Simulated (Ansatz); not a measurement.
## PbSe, before and after

A trial structure of PbSe was built thus: TeRh type (P6_3/mmc) distorted into a subgroup (P-6m2, No. 187) (largest shift (Å) 0.44). Its size is a rough estimate.

POSCAR.start

```
Pb Se
1.0
     4.27948    0.00000    0.00000
    -2.13974    3.70614    0.00000
     0.00000    0.00000    6.05652
Pb Se
2 2
Direct
  0.00000 0.00000 0.50000
  0.33333 0.66667 0.00000
  0.66667 0.33333 0.32254
  0.66667 0.33333 0.67746
```

These are results of DFT PBE, scalar-relativistic, plane waves, PAW in Ansatz, not measurements. Cutoff 420 eV, Gaussian smearing, Γ-centred meshes. Cell and atoms relax first on a coarse mesh and then on a converged one. In between, the cell is made exact in the group found at 0.06 Å. The steps can't lower the symmetry of their start. No spin polarisation.

POSCAR.end

```
Pb Se
1.0
     4.26985    0.00000    0.00000
    -2.13492    3.69780    0.00000
     0.00000    0.00000    7.64666
Pb Se
2 2
Direct
  0.33333 0.66667 0.25000
  0.66667 0.33333 0.75000
  0.00000 0.00000 0.00000
  0.00000 0.00000 0.50000
```

The symmetry goes from P-6m2 (No. 187) to P6_3/mmc (No. 194). The end has the anti-nickel arsenide type. The volume per atom grows by 25.7 %, from 24.0 to 30.2 Å³. The shortest distance goes from 2.15 Å (Se–Se) to 3.12 Å (Pb–Se). The energy falls by about 1.3 eV/atom (the start's value is from the coarse mesh). The end is written in a standard setting, so origin, axes and order of atoms can differ from the start's.

* Volume per atom: 30.18 Å³
* Density: 7.87 g/cm³
* Formation energy: −0.481 eV/atom
* Gap on the 12×12×6 mesh of the 4-atom cell: 0.20 eV

Formation energies are uncorrected and refer to the elements' standard structures at the same level. It lies below the elements, which doesn't yet make it stable against other compounds or structures.

The last run used Gaussian smearing of 0.01 eV. Spin–orbit coupling, which can matter for Pb, is left out. Kohn–Sham gaps at this level usually fall short of measured ones. The missing spin–orbit coupling can work the other way here. The reference form of Se is held partly by dispersion forces, which this level lacks. Small gaps are read on the mesh alone, and bands can cross between its points. Symmetry constrained the relaxation, so the result can be a saddle point. In all, the 3 runs took 4.3 min on 1 thread of Intel(R) Xeon(R) Processor @ 2.50GHz (Skylake/Cascade Lake), on a shared host.
